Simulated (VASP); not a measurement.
# Nb, relaxation of the cell: which settings are enough?

Nb, P-1 (no. 2), 1 atom in the cell. PBE, relaxation of the cell; PAW potentials Nb_sv (PBE set). VASP 6.6.1.

Wanted: cell lengths a, b, c within 0.2 %; volume within 0.4 %.

The series start from Relaxations run in a row: 2; Cutoff ENCUT (eV): 400; Force threshold EDIFFG (eV/Å): -0.01; Relaxation method: conjugate gradient, POTIM 0.5; Precision mode: Accurate. Each series keeps the choices made before it, and each single choice may use up half of a tolerance. Times cover all steps of a run.

## Relaxations run in a row

| Relaxations run in a row | Cell lengths a, b, c, largest deviation against the largest value | Volume (Å³/atom) | Time (s) |
|---|---|---|---|
| 1 | 0.054 % | 18.04 | 64 |
| 2 | 0 % | 18.02 | 84 |
| 3 (reference) | 0 % | 18.02 | 84 |

Chosen: 1, the loosest value from which every tighter one stays within half of the tolerance.

## Cutoff ENCUT (eV)

| Cutoff ENCUT (eV) | Cell lengths a, b, c, largest deviation against the largest value | Volume (Å³/atom) | Time (s) |
|---|---|---|---|
| 250 | 0.73 % | 17.74 | 25 |
| 300 | 0.15 % | 18.02 | 43 |
| 350 | 0.15 % | 18.01 | 49 |
| 400 | 0.1 % | 18.04 | 64 |
| 450 | 0.042 % | 18.07 | 56 |
| 500 | 0.0045 % | 18.09 | 74 |
| 550 | 0.001 % | 18.09 | 74 |
| 600 (reference) | 0 % | 18.09 | 73 |

Chosen: 450.

## Force threshold EDIFFG (eV/Å)

| Force threshold EDIFFG (eV/Å) | Cell lengths a, b, c, largest deviation against the largest value | Volume (Å³/atom) | Time (s) |
|---|---|---|---|
| -0.05 | 0.25 % | 18.05 | 42 |
| -0.02 | 0.15 % | 18.08 | 54 |
| -0.01 | 0.078 % | 18.07 | 56 |
| -0.005 | 0.041 % | 18.07 | 58 |
| -0.002 (reference) | 0 % | 18.07 | 74 |

Chosen: -0.01.

## Relaxation method

| Relaxation method | Cell lengths a, b, c, largest deviation against the largest value | Volume (Å³/atom) | Time (s) |
|---|---|---|---|
| conjugate gradient, POTIM 0.5 | 0 % | 18.07 | 56 |
| conjugate gradient, POTIM 0.2 | 0.044 % | 18.07 | 53 |
| conjugate gradient, POTIM 1.0 | 0.026 % | 18.07 | 70 |
| quasi-Newton, POTIM 0.5 | 0.018 % | 18.07 | 45 |
| quasi-Newton, POTIM 0.5, at least 5 electronic steps | 0.018 % | 18.07 | 38 |
| velocity quench, POTIM 0.1 | 0.018 % | 18.08 | 75 |

Chosen: quasi-Newton, POTIM 0.5, at least 5 electronic steps, the fastest of those that stay within half of the tolerance.

## Precision mode

| Precision mode | Cell lengths a, b, c, largest deviation against the largest value | Volume (Å³/atom) | Time (s) |
|---|---|---|---|
| Accurate | 0 % | 18.07 | 38 |
| Normal | 0.00035 % | 18.07 | 24 |
| High | 0.00035 % | 18.07 | 40 |

Chosen: Normal.

The choices weren't compared together with a run at all the tightest settings, so their joint error isn't shown.

## The input

INCAR.step1:
```
SYSTEM = Nb
  PREC = Normal
  ENCUT = 450
  EDIFF = 1E-7
  ISMEAR = 1
  SIGMA = 0.1
  LREAL = .False.
  LASPH = .True.
  NELM = 100
  ALGO = Normal
  LWAVE = .False.
  LCHARG = .False.
  IBRION = 1
  NSW = 60
  ISIF = 3
  EDIFFG = -0.01
  POTIM = 0.5
  KPAR = 8
  NELMIN = 5
```

INCAR.step2, as INCAR.step1 but for:
```
- IBRION = 1
- NSW = 60
- ISIF = 3
- EDIFFG = -0.01
- POTIM = 0.5
- NELMIN = 5
+ NSW = 0
+ ISIF = 2
```

KPOINTS:
```
k-points
0
Gamma
  12 12 12
```

POSCAR.step1:
```
Nb
1.0
   -1.7106250000      1.7303780000      1.7165690000
    1.7064200000     -1.7094590000      1.6914450000
    1.7008210000      1.6996560000     -1.6956500000
Nb
1
Direct
    0.0000000000      0.0000000000      0.0000000000
```

POSCAR.step2:
```
Nb
1.0
   -1.6538415018      1.6548631634      1.6545297371
    1.6533529406     -1.6523705116      1.6515214592
    1.6529009132      1.6514476385     -1.6520100501
Nb
1
Direct
    0.0000000000      0.0000000000      0.0000000000
```

Commands (each step's output is kept before the next begins):
```
cat potpaw_PBE.64/Nb_sv/POTCAR > POTCAR
cp INCAR.step1 INCAR
cp POSCAR.step1 POSCAR
mpirun -np 8 vasp_std > vasp.out
cp CONTCAR POSCAR
cp INCAR.step2 INCAR
cp POSCAR.step2 POSCAR
mpirun -np 8 vasp_std > vasp.out
```

Limits: the start was distorted on purpose (volume up by 6 %, random strain, atoms moved at random), so the space group given is the start's and not the crystal's.

The chosen input took VASP 6.6.1 24 s on 8 cores (Intel Xeon 6975P-C (Granite Rapids)), a shared host.

## An input that fails: cell relaxed at a low cutoff

It runs to its end, but against the unchanged starting input it is off by 1.2 % in the cell lengths a, b, c, 3.5 % in the volume.

Changes against the starting input:
```
(all steps)
- PREC = Accurate
- ENCUT = 400
+ PREC = Low
+ ENCUT = 250
(POSCAR.step3)
-   -1.6524587434      1.6534077067      1.6531202212
-    1.6518358817     -1.6509085083      1.6499551892
-    1.6513865257      1.6498655232     -1.6505764652
+   -1.6336371018      1.6342279399      1.6338098116
+    1.6321012624     -1.6323384044      1.6303660047
+    1.6318073319      1.6305317957     -1.6318971838
-    0.0000000000      0.0000000000      0.0000000000
+    0.0000000000      0.0000000000      1.0000000000
```
